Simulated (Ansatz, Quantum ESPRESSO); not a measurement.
# The electronic dielectric constant of CuI, sorted by core time

**What was measured.** The electronic dielectric constant of CuI (Marshite) (F-43m) is reported as 4.84 (a printed reference work). The runs below try to reproduce it.

```
I Cu
1.0
     0.00000    3.03150    3.03150
     3.03150    0.00000    3.03150
     3.03150    3.03150    0.00000
I Cu
1 1
Direct
  0.00000 0.00000 0.00000
  0.75000 0.75000 0.75000
```

```tsv
rung	level	program and potentials	cutoff (eV)	k mesh	task	core time	chip	electronic dielectric constant	miss	notes
GGA + U (6.2 eV)	PBE+U (Cu d U = 6.2 eV, fll (the default))	Ansatz, Ansatz PAW (files of its older set among them)	700	8 × 8 × 8	Born charges and dielectric tensor	3 min	Arm Neoverse V1	5.37	+11.0 %	18 valence electrons an atom on average
GGA	PBEsol	Quantum ESPRESSO, GBRV 1.5 PBEsol	762	6 × 6 × 6, shifted	dielectric tensor	15 min	Intel Xeon Skylake/Cascade Lake	6.60	+36.4 %	13 valence electrons an atom on average
GGA	PBE	Quantum ESPRESSO, GBRV 1.5 PBE	762	6 × 6 × 6, shifted	dielectric tensor	15 min	Intel Xeon Skylake/Cascade Lake	6.39	+32.0 %	13 valence electrons an atom on average
GGA	WC	Quantum ESPRESSO, GBRV 1.5 PBE	762	6 × 6 × 6, shifted	dielectric tensor	16 min	Intel Xeon Skylake/Cascade Lake	6.66	+37.6 %	potentials made for PBE; 13 valence electrons an atom on average
LDA	LDA	Quantum ESPRESSO, GBRV 1.5 LDA	762	6 × 6 × 6, shifted	dielectric tensor	16 min	Intel Xeon Skylake/Cascade Lake	6.69	+38.2 %	13 valence electrons an atom on average
GGA	BLYP	Quantum ESPRESSO, GBRV 1.5 PBE	762	6 × 6 × 6, shifted	dielectric tensor	17 min	Intel Xeon Skylake/Cascade Lake	6.23	+28.7 %	potentials made for PBE; 13 valence electrons an atom on average
```

Times are single runs on shared hosts and different chips, so they are rough; meshes, cutoffs and the tasks' sizes weigh on the time. All rows: no spin polarisation. The cell comes from a database and isn't always the measured one. Meshes differ between rows, which moves values too. All levels ran on this one cell, unrelaxed unless noted. Meshes are those of the run's cell of 2 atoms unless a note names another. Ansatz refines the mesh for the field response beyond the one shown. Misses use the values as printed. Runs on faulty files, with rough fits or with known faults for this quantity aren't shown. No row holds spin-orbit coupling.

By rung: LDA 6.69; GGA + U (6.2 eV) 5.37; GGA 6.23 to 6.66. Measured: 4.84 (a printed reference work). Closest is PBE+U, with the U typed (+11.0 %). The runs are for a static lattice, while measurements hold temperature and zero-point motion.
